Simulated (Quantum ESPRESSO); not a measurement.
# Hg (P-1) in Quantum ESPRESSO: reference runs

How does Hg come out in PBE? The cell is run as given.

Everything below comes from runs of Quantum ESPRESSO 7.5. Logs are shortened: lines on timing, memory, paths and dates and some standing lists are left out, and cuts for length are marked.

**1. The crystal as given**

The typed cell holds 2 atoms: a = 3.605 Å, b = 4.139 Å, c = 4.139 Å, α = 90.00°, β = 90.00°, γ = 90.00°.

**2. Single point, PBE**

File pw.in:

```
&CONTROL
  calculation = 'scf'
  prefix = 'pwscf'
  outdir = './tmp'
  pseudo_dir = './pseudo'
  tprnfor = .true.
  tstress = .true.
  disk_io = 'nowf'
/
&SYSTEM
  ibrav = 0
  nat = 2
  ntyp = 1
  ecutwfc = 60
  nbnd = 28
  occupations = 'smearing'
  smearing = 'fd'
  degauss = 0.00367493
/
&ELECTRONS
  conv_thr = 4d-10
  electron_maxstep = 120
  mixing_beta = 0.5
/
ATOMIC_SPECIES
Hg   200.5920 Hg_ONCV_PBE-1.0.oncvpsp.upf
CELL_PARAMETERS angstrom
   0.0000000000    0.0000000000   -3.6045160000
   0.0000000000   -4.1393900000    0.0000000000
  -4.1393900000    0.0000000000    0.0000000000
ATOMIC_POSITIONS crystal
Hg     0.4703134500    0.5740658700    0.2459101900
Hg     0.0296865500    0.9259341300    0.2540898100
K_POINTS automatic
7 7 7 0 0 0
```

Potentials or basis: SSSP 1.3 efficiency PBE.

On the command line:

```
> OMP_NUM_THREADS=1 pw.x -in pw.in > pw.out
```

pw.out:

```text
This program is part of the open-source Quantum ESPRESSO suite
     for quantum simulation of materials; please cite
         "P. Giannozzi et al., J. Phys.:Condens. Matter 21 395502 (2009);
         "P. Giannozzi et al., J. Phys.:Condens. Matter 29 465901 (2017);
         "P. Giannozzi et al., J. Chem. Phys. 152 154105 (2020);
     in publications or presentations arising from this work. More details at

     Message from routine setup:
     using ibrav=0 with symmetry is DISCOURAGED, use correct ibrav instead

     G-vector sticks info
     --------------------
     sticks:   dense  smooth     PW     G-vecs:    dense   smooth      PW
     Sum        1015    1015    295                26225    26225    4103

     Using Slab Decomposition

     bravais-lattice index     =            0
     lattice parameter (alat)  =       6.8115  a.u.
     unit-cell volume          =     416.7890 (a.u.)^3
     number of atoms/cell      =            2
     number of atomic types    =            1
     number of electrons       =        40.00
     number of Kohn-Sham states=           28
     kinetic-energy cutoff     =      60.0000  Ry
     charge density cutoff     =     240.0000  Ry
     scf convergence threshold =      4.0E-10
     mixing beta               =       0.5000
     number of iterations used =            8  plain     mixing
     Exchange-correlation= PBE
                           (   1   4   3   4   0   0   0)

     celldm(1)=   6.811548  celldm(2)=   0.000000  celldm(3)=   0.000000
     celldm(4)=   0.000000  celldm(5)=   0.000000  celldm(6)=   0.000000

     crystal axes: (cart. coord. in units of alat)
               a(1) = (   0.000000   0.000000  -1.000000 )
               a(2) = (   0.000000  -1.148390   0.000000 )
               a(3) = (  -1.148390   0.000000   0.000000 )

     reciprocal axes: (cart. coord. in units 2 pi/alat)
               b(1) = ( -0.000000 -0.000000 -1.000000 )
               b(2) = ( -0.000000 -0.870784 -0.000000 )
               b(3) = ( -0.870784 -0.000000 -0.000000 )

     PseudoPot. # 1 for Hg read from file:
     Hg_ONCV_PBE-1.0.oncvpsp.upf
     Pseudo is Norm-conserving, Zval = 20.0
     Generated using ONCVPSP code by D. R. Hamann
     Using radial grid of 1262 points,  8 beta functions with:
                l(1) =   0
                l(2) =   0
                l(3) =   1
                l(4) =   1
                l(5) =   2
                l(6) =   2
                l(7) =   3
                l(8) =   3

     atomic species   valence    mass     pseudopotential
     Hg               20.00   200.59200     Hg( 1.00)

      2 Sym. Ops., with inversion, found ( 1 have fractional translation)

   Cartesian axes

     site n.     atom                  positions (alat units)
         1        Hg     tau(   1) = (  -0.2824008  -0.6592515  -0.4703135  )
         2        Hg     tau(   2) = (  -0.2917942  -1.0633335  -0.0296865  )

     number of k points=   172  Fermi-Dirac smearing, width (Ry)=  0.0037

     Number of k-points >= 100: set verbosity='high' to print them.

     Dense  grid:    26225 G-vectors     FFT dimensions: (  36,  40,  40)

     Initial potential from superposition of free atoms

     starting charge      39.9999, renormalised to      40.0000
     Starting wfcs are   20 randomized atomic wfcs +    8 random wfcs

     Self-consistent Calculation

     iteration #  1     ecut=    60.00 Ry     beta= 0.50
     Davidson diagonalization with overlap
     ethr =  1.00E-02,  avg # of iterations =  8.0

     Threshold (ethr) on eigenvalues was too large:
     Diagonalizing with lowered threshold

     Davidson diagonalization with overlap
     c_bands:  1 eigenvalues not converged
     ethr =  7.44E-05,  avg # of iterations =  8.0

     total energy              =    -620.01206357 Ry
     estimated scf accuracy    <       0.03134834 Ry

     iteration #  2     ecut=    60.00 Ry     beta= 0.50
     Davidson diagonalization with overlap
     ethr =  7.84E-05,  avg # of iterations =  2.0

     total energy              =    -620.01812368 Ry
     estimated scf accuracy    <       0.00237845 Ry

     iteration #  3     ecut=    60.00 Ry     beta= 0.50
     Davidson diagonalization with overlap
     ethr =  5.95E-06,  avg # of iterations =  3.6

     total energy              =    -620.01832005 Ry
     estimated scf accuracy    <       0.00045385 Ry

     iteration #  4     ecut=    60.00 Ry     beta= 0.50
     Davidson diagonalization with overlap
     ethr =  1.13E-06,  avg # of iterations =  2.9

     total energy              =    -620.01837749 Ry
     estimated scf accuracy    <       0.00002301 Ry

     iteration #  5     ecut=    60.00 Ry     beta= 0.50
     Davidson diagonalization with overlap
     ethr =  5.75E-08,  avg # of iterations =  3.0

     total energy              =    -620.01838548 Ry
     estimated scf accuracy    <       0.00000216 Ry

     iteration #  6     ecut=    60.00 Ry     beta= 0.50
     Davidson diagonalization with overlap
     ethr =  5.41E-09,  avg # of iterations =  3.1

     total energy              =    -620.01838608 Ry
     estimated scf accuracy    <       0.00000114 Ry

     iteration #  7     ecut=    60.00 Ry     beta= 0.50
     Davidson diagonalization with overlap
     ethr =  2.84E-09,  avg # of iterations =  2.1

     total energy              =    -620.01838633 Ry
     estimated scf accuracy    <       0.00000002 Ry

     iteration #  8     ecut=    60.00 Ry     beta= 0.50
     Davidson diagonalization with overlap
     ethr =  5.48E-11,  avg # of iterations =  4.4

     total energy              =    -620.01838634 Ry
     estimated scf accuracy    <       0.00000001 Ry

     iteration #  9     ecut=    60.00 Ry     beta= 0.50
     Davidson diagonalization with overlap
     ethr =  3.23E-11,  avg # of iterations =  2.0

     End of self-consistent calculation

     Number of k-points >= 100: set verbosity='high' to print the bands.

     the Fermi energy is    10.6646 ev

!    total energy              =    -620.01838635 Ry
     estimated scf accuracy    <          3.8E-10 Ry
     smearing contrib. (-TS)   =      -0.00051355 Ry
     internal energy E=F+TS    =    -620.01787279 Ry

     The total energy is F=E-TS. E is the sum of the following terms:
     one-electron contribution =    -443.31362590 Ry
     hartree contribution      =     221.77273053 Ry
     xc contribution           =     -55.11857886 Ry
     ewald contribution        =    -343.35839857 Ry

     convergence has been achieved in   9 iterations

     Forces acting on atoms (cartesian axes, Ry/au):

     atom    1 type  1   force =     0.00899910    0.42390106   -0.28462581
     atom    2 type  1   force =    -0.00899910   -0.42390106    0.28462581

     Total force =     0.722198     Total SCF correction =     0.000182

     Computing stress (Cartesian axis) and pressure

          total   stress  (Ry/bohr**3)                   (kbar)     P=      298.43
  -0.00013084   0.00006524  -0.00004418          -19.25        9.60       -6.50
   0.00006524   0.00250494  -0.00180408            9.60      368.49     -265.39
  -0.00004418  -0.00180408   0.00371197           -6.50     -265.39      546.05

=------------------------------------------------------------------------------=
   JOB DONE.
=------------------------------------------------------------------------------=
```

It took 2 min on 1 thread of Intel Xeon 6975P-C (Granite Rapids), shared host; peak memory 0.31 GiB.

Results:

```yaml
Free_energy: -8435.7799 eV
Pressure: 29.8 GPa
Largest_force: 13.130 eV/Å
Band_gap_on_the_k_mesh: none (metal or under the smearing width)
```

Forces in eV/Å, atoms in the order of the input:
```
Hg    0.231  10.899  -7.318
Hg   -0.231 -10.899   7.318
```

Levels at points of the mesh, in eV from the Fermi level:
```
           k point  band 16  band 17  band 18  band 19  band 20  band 21  band 22  band 23  band 24  band 25
(0.00, 0.00, 0.00)    -6.50    -6.00    -5.92    -4.84     2.29     2.81     3.13     4.85     6.46     9.24
```

Caveat: a pressure of tens of GPa on the cell as given is suspect, and the run, the potentials or the cell itself is likely at fault; forces of over 1 eV/Å show positions far from the minimum, so gaps and moduli don't describe the material at rest. Spin-orbit coupling is left out, which matters for the levels of Hg.
